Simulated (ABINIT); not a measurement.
# In (Im-3m) in ABINIT: notebook

The runs below take In through single point, with PBE.

Everything below comes from runs of ABINIT 10.8.3 (patched build). Logs are shortened: lines on timing, memory, paths and dates and some standing lists are left out, and cuts for length are marked. The log counts tension as positive stress, the text compression.

### Step 1. Starting point

Symmetry: Im-3m, No. 229, cubic system. Conventional cell: a = 3.765 Å, b = 3.765 Å, c = 3.765 Å, α = 90.00°, β = 90.00°, γ = 90.00°. In (site symmetry m-3m) is surrounded by 8 In at 3.26 Å.

This isn't the form of In at room conditions, which is tetragonal.

### Step 2. Single point, PBE

Input file run.abi:

```
# Pseudopotentials
pp_dirpath "./"
pseudos "In.GGA_PBE-JTH.xml"

# Structure
acell 6.1616964885 6.1616964885 6.1616964885
rprim
    -0.5773502692     0.5773502692     0.5773502692
     0.5773502692    -0.5773502692     0.5773502692
     0.5773502692     0.5773502692    -0.5773502692
ntypat 1
znucl 49
natom 1
typat 1
xred
     0.0000000000     0.0000000000     0.0000000000

# Plane-wave basis
ecut 22.0
pawecutdg 44.0
pawxcdev 0

# k points
kptopt 1
ngkpt 10 10 10
nshiftk 1
shiftk 0.0 0.0 0.0

# Exchange and correlation
ixc 11

# Bands and occupations
nband 11
occopt 3
tsmear 0.00367493

# SCF cycle
nstep 100
tolvrs 1.0e-9

# Output
iomode 3
prtwf 0
prteig 0
prtebands 0
prtden 1
prtvha 1
prtvclmb 1
prtpot 1
```

Potentials or basis: JTH PAW PBE v2.0.

Started as:

```console
$ abinit run.abi > log 2>&1
```

run.abo:

```text
.Version 10.8.3 of ABINIT
 Symmetries : space group Im -3 m (#229); Bravais cI (body-center cubic)
================================================================================
 Values of the parameters that define the memory need of the present run
     intxc =       0    ionmov =       0      iscf =      17    lmnmax =      18
     lnmax =       6     mgfft =      27  mpssoang =       3    mqgrid =    3001
     natom =       1  nloc_mem =       2    nspden =       1   nspinor =       1
    nsppol =       1      nsym =      48    n1xccc =       1    ntypat =       1
    occopt =       3   xclevel =       2
       mpw =         913          nfft =       19683          nkpt =          47
 PAW method is used; the additional fine FFT grid is defined by:
   mgfftf=        40    nfftf =     64000
================================================================================
================================================================================

--------------------------------------------------------------------------------
------------- Echo of variables that govern the present computation ------------
--------------------------------------------------------------------------------
 -outvars: echo values of preprocessed input variables --------
            acell      6.1616964885E+00  6.1616964885E+00  6.1616964885E+00 Bohr
              amu      1.14820000E+02
             ecut      2.20000000E+01 Hartree
              ixc          11
         kptrlatt       10    0    0      0   10    0      0    0   10
          kptrlen      6.16169649E+01
            natom           1
            nband          11
            ngfft          27      27      27
          ngfftdg          40      40      40
             nkpt          47
            nstep         100
             nsym          48
           ntypat           1
           occopt           3
        pawecutdg      4.40000000E+01 Hartree
         pawxcdev           0
        prtebands           0
           prteig           0
           prtpot           1
         prtvclmb           1
           prtvha           1
            prtwf           0
            rprim     -5.7735026920E-01  5.7735026920E-01  5.7735026920E-01
                       5.7735026920E-01 -5.7735026920E-01  5.7735026920E-01
                       5.7735026920E-01  5.7735026920E-01 -5.7735026920E-01
          spgroup         229
           tolvrs      1.00000000E-09
           tsmear      3.67493000E-03 Hartree
            typat      1
           useylm           1
            znucl       49.00000

================================================================================

 chkinp: Checking input parameters for consistency.

================================================================================
== DATASET  1 ==================================================================

--- !DatasetInfo
iteration_state: {dtset: 1, }
dimensions: {natom: 1, nkpt: 47, mband: 11, nsppol: 1, nspinor: 1, nspden: 1, mpw: 913, }
cutoff_energies: {ecut:  22.0, pawecutdg:  44.0, }
electrons: {nelect:   1.30000000E+01, charge:   0.00000000E+00, occopt:   3.00000000E+00, tsmear:   3.67493000E-03, }
meta: {optdriver: 0, ionmov: 0, optcell: 0, iscf: 17, paral_kgb: 0, }
...

 Exchange-correlation functional for the present dataset will be:
  GGA: Perdew-Burke-Ernzerhof functional - ixc=11
  J.P.Perdew, K.Burke, M.Ernzerhof, PRL 77, 3865 (1996)

 Real(R)+Recip(G) space primitive vectors, cartesian coordinates (Bohr,Bohr^-1):
 R(1)= -3.5574571  3.5574571  3.5574571  G(1)=  0.0000000  0.1405498  0.1405498
 R(2)=  3.5574571 -3.5574571  3.5574571  G(2)=  0.1405498  0.0000000  0.1405498
 R(3)=  3.5574571  3.5574571 -3.5574571  G(3)=  0.1405498  0.1405498  0.0000000
 Unit cell volume ucvol=  1.8008561E+02 bohr^3
 Angles (23,13,12)=  1.09471221E+02  1.09471221E+02  1.09471221E+02 degrees

 Coarse grid specifications (used for wave-functions):

 getcut: wavevector=  0.0000  0.0000  0.0000  ngfft=  27  27  27
         ecut(hartree)=     22.000   => boxcut(ratio)=   2.00142

 Fine grid specifications (used for densities):

 getcut: wavevector=  0.0000  0.0000  0.0000  ngfft=  40  40  40
         ecut(hartree)=     44.000   => boxcut(ratio)=   2.17540

--- Pseudopotential description ------------------------------------------------
- pspini: atom type   1  psp file is ./In.GGA_PBE-JTH.xml
 Pseudopotential format is: paw10
 basis_size (lnmax)=  6 (lmn_size= 18), orbitals=   0   0   1   1   2   2
 Spheres core radius: rc_sph= 2.50644782
 Shapefunction is BESSEL type: shapef(r,l)=aa(1,l)*jl(q(1,l)*r)+aa(2,l)*jl(q(2,l)*r)
 Radius for shape functions =  1.40569481
 Compensation charge density is not taken into account in XC energy/potential

   3.33414307E+02                                ecore*ucvol(ha*bohr**3)
--------------------------------------------------------------------------------

================================================================================

--- !BeginCycle
iteration_state: {dtset: 1, }
solver: {iscf: 17, nstep: 100, nline: 4, wfoptalg: 10, }
tolerances: {tolvrs: 1.00E-09, }
...

     iter   Etot(hartree)      deltaE(h)  residm     nres2
 ETOT  1  -58.012328199513    -5.801E+01 1.947E-01 7.545E-01
 ETOT  2  -58.038941173022    -2.661E-02 8.279E-03 2.922E-01
 ETOT  3  -58.038927940374     1.323E-05 8.583E-04 7.799E-02
 ETOT  4  -58.038930368220    -2.428E-06 1.511E-03 1.067E-03
 ETOT  5  -58.038929893692     4.745E-07 8.142E-05 3.501E-05
 ETOT  6  -58.038929914319    -2.063E-08 7.700E-05 1.271E-07
 ETOT  7  -58.038929915139    -8.202E-10 2.559E-05 7.613E-08
 ETOT  8  -58.038929915125     1.369E-11 3.074E-05 2.063E-10

 At SCF step    8       nres2   =  2.06E-10 < tolvrs=  1.00E-09 =>converged.

 Cartesian components of stress tensor (hartree/bohr^3)
  sigma(1 1)= -4.98934175E-05  sigma(3 2)=  0.00000000E+00
  sigma(2 2)= -4.98934175E-05  sigma(3 1)=  0.00000000E+00
  sigma(3 3)= -4.98934175E-05  sigma(2 1)=  0.00000000E+00

--- !ResultsGS
iteration_state: {dtset: 1, }
comment   : Summary of ground state results
lattice_vectors:
- [ -3.5574571,   3.5574571,   3.5574571, ]
- [  3.5574571,  -3.5574571,   3.5574571, ]
- [  3.5574571,   3.5574571,  -3.5574571, ]
lattice_lengths: [   6.16170,    6.16170,    6.16170, ]
lattice_angles: [109.471, 109.471, 109.471, ] # degrees, (23, 13, 12)
lattice_volume:   1.8008561E+02
convergence: {deltae:  1.369E-11, res2:  2.063E-10, residm:  3.074E-05, diffor: null, }
etotal    :  -5.80389299E+01
entropy   :   0.00000000E+00
fermie    :   2.06169639E-01
cartesian_stress_tensor: # hartree/bohr^3
- [ -4.98934175E-05,   0.00000000E+00,   0.00000000E+00, ]
- [  0.00000000E+00,  -4.98934175E-05,   0.00000000E+00, ]
- [  0.00000000E+00,   0.00000000E+00,  -4.98934175E-05, ]
pressure_GPa:   1.4679E+00
xred      :
- [  0.0000E+00,   0.0000E+00,   0.0000E+00, In]
cartesian_forces: # hartree/bohr
- [ -0.00000000E+00,  -0.00000000E+00,  -0.00000000E+00, ]
force_length_stats: {min:   0.00000000E+00, max:   0.00000000E+00, mean:   0.00000000E+00, }
...

 Integrated electronic density in atomic spheres:
 ------------------------------------------------
 Atom  Sphere_radius  Integrated_density
    1        2.50645         11.11147738

================================================================================

 ----iterations are completed or convergence reached----

 Mean square residual over all n,k,spin=   18.408E-08; max=  30.742E-06
 reduced coordinates (array xred) for    1 atoms
       0.000000000000      0.000000000000      0.000000000000
 rms dE/dt=  0.0000E+00; max dE/dt=  0.0000E+00; dE/dt below (all hartree)
    1       0.000000000000      0.000000000000      0.000000000000

 cartesian coordinates (angstrom) at end:
    1      0.00000000000000     0.00000000000000     0.00000000000000

 cartesian forces (hartree/bohr) at end:
    1     -0.00000000000000    -0.00000000000000    -0.00000000000000
 frms,max,avg= 0.0000000E+00 0.0000000E+00   0.000E+00  0.000E+00  0.000E+00 h/b

 cartesian forces (eV/Angstrom) at end:
    1     -0.00000000000000    -0.00000000000000    -0.00000000000000
 frms,max,avg= 0.0000000E+00 0.0000000E+00   0.000E+00  0.000E+00  0.000E+00 e/A
 length scales=  6.161696488500  6.161696488500  6.161696488500 bohr
              =  3.260629360003  3.260629360003  3.260629360003 angstroms
 Fermi (or HOMO) energy (hartree) =   0.20617   Average Vxc (hartree)=  -0.37310
 Eigenvalues (hartree) for nkpt=  47  k points:
 kpt#   1, nband= 11, wtk=  0.00100, kpt=  0.0000  0.0000  0.0000 (reduced coord)
  -0.33013   -0.33013   -0.33013   -0.32044   -0.32044   -0.13709    0.60856    0.60856
   0.60856    0.68753    0.68753
      occupation numbers for kpt#   1
   2.00000    2.00000    2.00000    2.00000    2.00000    2.00000    0.00000    0.00000
   0.00000    0.00000    0.00000
 prteigrs : prtvol=0 or 1, do not print more k-points.

--- !EnergyTerms
iteration_state     : {dtset: 1, }
comment             : Components of total free energy in Hartree
kinetic             :  1.39630076427443E+01
hartree             :  1.91817895778246E+01
xc                  : -7.55661291091120E+00
Ewald energy        : -4.32212132936935E+01
psp_core            :  1.85142112799553E+00
local_psp           : -5.33705139775577E+01
PAW spherical_terms :  1.11137489836363E+01
internal            : -5.80383728499617E+01
'-kT*entropy'       : -5.66218381654699E-04
total_energy        : -5.80389390683434E+01
total_energy_eV     : -1.57931998829565E+03
...

--- !EnergyTermsDC
iteration_state     : {dtset: 1, }
comment             : '"Double-counting" decomposition of free energy'
band_energy         : -3.03918885177192E+00
Ewald energy        : -4.32212132936935E+01
psp_core            :  1.85142112799553E+00
xc_dc               : -2.20237278579177E+01
PAW spherical_terms :  8.39434517864428E+00
internal            : -5.80383636967434E+01
'-kT*entropy'       : -5.66218381654699E-04
total_energy_dc     : -5.80389299151250E+01
total_energy_dc_eV  : -1.57931973922389E+03
...

--- !EnergyTermsWithPAWCore
iteration_state     : {dtset: 1, }
comment             : 'Components of total free energy, including PAW core contributions'
Total energy        : -5.88172217957292E+03
Total energy DC     : -5.88172217041970E+03
Total energy (eV)   : -1.60049814019912E+05
Total energy DC (eV): -1.60049813770840E+05
...

 Cartesian components of stress tensor (hartree/bohr^3)
  sigma(1 1)= -4.98934175E-05  sigma(3 2)=  0.00000000E+00
  sigma(2 2)= -4.98934175E-05  sigma(3 1)=  0.00000000E+00
  sigma(3 3)= -4.98934175E-05  sigma(2 1)=  0.00000000E+00

-Cartesian components of stress tensor (GPa)         [Pressure=  1.4679E+00 GPa]
- sigma(1 1)= -1.46791502E+00  sigma(3 2)=  0.00000000E+00
- sigma(2 2)= -1.46791502E+00  sigma(3 1)=  0.00000000E+00
- sigma(3 3)= -1.46791502E+00  sigma(2 1)=  0.00000000E+00

== END DATASET(S) ==============================================================
================================================================================

 -outvars: echo values of variables after computation  --------
            acell      6.1616964885E+00  6.1616964885E+00  6.1616964885E+00 Bohr
           etotal     -5.8038929915E+01
            fcart     -0.0000000000E+00 -0.0000000000E+00 -0.0000000000E+00
            rprim     -5.7735026920E-01  5.7735026920E-01  5.7735026920E-01
                       5.7735026920E-01 -5.7735026920E-01  5.7735026920E-01
                       5.7735026920E-01  5.7735026920E-01 -5.7735026920E-01
           strten     -4.9893417529E-05 -4.9893417529E-05 -4.9893417529E-05
                       0.0000000000E+00  0.0000000000E+00  0.0000000000E+00
 Calculation completed.
```

It took 7 s on 1 thread of Intel Xeon 6975P-C (Granite Rapids), shared host; peak memory 0.11 GiB.

What came out:

| Item | Value |
| --- | --- |
| Free energy | -1579.3197 eV |
| Pressure | 1.5 GPa |
| Band gap on the k mesh | none (metal or under the smearing width) |
| Valence electrons inside the program's atomic spheres | In 11.11 (radii [1.3264] Å) |

(Continued in part 2 of 2.)
